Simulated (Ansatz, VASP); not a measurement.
**C: VASP beside Ansatz**

```
CELL_PARAMETERS angstrom
1.95715 0.00000 0.00000
0.00000 1.95715 0.00000
0.00000 0.00000 4.19983
ATOMIC_POSITIONS crystal
C 0.00000 0.00000 0.52493
C 0.00000 0.00000 0.89988
C 0.50000 0.50000 0.36922
```

Alike in both runs: task single point; functional PBE; k mesh 8 × 8 × 4; occupations gaussian, width 0.1 eV; no spin polarisation.

|  | VASP | Ansatz |
| --- | --- | --- |
| version | VASP 6.6.1 | Ansatz 0.2.0 |
| potentials or method | VASP PAW PBE potentials, release 64 (C) | scalar-relativistic, plane waves, PAW |
| plane-wave cutoff (eV) | 520 | 420 |
| valence electrons in the cell | 12 | 12 |

Ansatz gave:

* gap on the k mesh at the Fermi level (eV): none
* rms of the force components (eV/Å): 1.081

Q: Which values does VASP return?

A: gap on the k mesh at the Fermi level (eV): none; rms of the force components (eV/Å): 1.072.

Atom by atom the forces differ by 0.019 eV/Å (rms over components). A gap of «none» marks a metal or a gap that the smearing closes. With one functional, cell and mesh, what is left measures potentials, basis and numerics.

Caveats: the k mesh is coarse (spacing up to 0.40 Å⁻¹), so the values aren't converged; forces of over 1 eV/Å show positions far from the minimum, so gaps and moduli don't describe the material at rest.
